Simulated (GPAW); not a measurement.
The system is SnSe2.

```xyz
3
Lattice="3.8110 0.0000 0.0000 -1.9055 3.3004 0.0000 0.0000 0.0000 6.1360" Properties=species:S:1:pos:R:3 pbc="T T T"
Sn    0.0000    0.0000    0.0000
Se    1.9055    1.1001    4.6081
Se    0.0000    2.2003    1.5279
```

| Item | Value |
| --- | --- |
| Program | GPAW 26.7.0 |
| Task | relaxation of cell and atoms |
| Functional | SCAN |
| Dispersion | D3 |
| Potentials or basis | GPAW PAW data sets (gpaw-data 1.2.1) |
| Cutoff | 600 eV |
| Basis | pw |
| k mesh | 6 × 6 × 3 |
| Occupations | fermi-dirac, width 0.05 eV |
| Spin | no spin polarisation |

At the start: pressure 2.7 GPa; volume 25.73 Å³/atom.

Q: Where does the relaxation end?

A: Over 36 steps the energy falls by 10.3 meV/atom and the volume is 26.69 Å³/atom (+3.7 %); space group P-3m1 (No. 164, to 0.05 Å).

The path:
```tsv
step	energy change (eV)	largest force (eV/Å)	pressure (GPa)	volume (Å³)
1	0.0000	0.4598	2.65	77.18
2	-0.0092	0.3643	2.14	77.51
3	-0.0211	0.1955	1.25	78.11
4	-0.0274	0.0168	0.20	78.88
5	-0.0245	0.2061	-0.75	79.66
6	-0.0248	0.1986	-0.71	79.64
7	-0.0254	0.1830	-0.64	79.59
8	-0.0262	0.1607	-0.53	79.52
9	-0.0270	0.1321	-0.40	79.43
10	-0.0277	0.0986	-0.24	79.33
11	-0.0282	0.0615	-0.06	79.23
12	-0.0284	0.0232	0.11	79.13
13	-0.0284	0.0150	0.29	79.05
14	-0.0284	0.0143	0.28	79.05
15	-0.0284	0.0132	0.28	79.06
16	-0.0284	0.0116	0.27	79.07
17	-0.0285	0.0095	0.26	79.08
18	-0.0285	0.0070	0.25	79.09
19	-0.0286	0.0040	0.23	79.11
20	-0.0286	0.0007	0.21	79.13
21	-0.0287	0.0032	0.19	79.15
22	-0.0287	0.0080	0.17	79.18
23	-0.0288	0.0133	0.14	79.21
24	-0.0289	0.0192	0.11	79.25
25	-0.0290	0.0251	0.07	79.29
26	-0.0291	0.0309	0.04	79.34
27	-0.0292	0.0354	0.01	79.39
28	-0.0293	0.0379	-0.01	79.44
29	-0.0295	0.0379	-0.02	79.49
30	-0.0297	0.0344	-0.01	79.54
31	-0.0299	0.0265	0.01	79.59
32	-0.0301	0.0153	0.04	79.63
33	-0.0303	0.0035	0.08	79.69
34	-0.0305	0.0047	0.10	79.78
35	-0.0306	0.0055	0.08	79.90
36	-0.0308	0.0024	0.02	80.07
```

Final structure:
```
Sn Se
1.0
     3.82673    0.00000    0.00000
    -1.91336    3.31404    0.00000
     0.00000    0.00000    6.31375
Sn Se
1 2
Direct
  0.00000 0.00000 0.00000
  0.66667 0.33333 0.75103
  0.33333 0.66667 0.24897
```

Caveat: later steps reuse the first step's grids; the PAW data sets were made with another functional, which shifts forces and pressure a little.
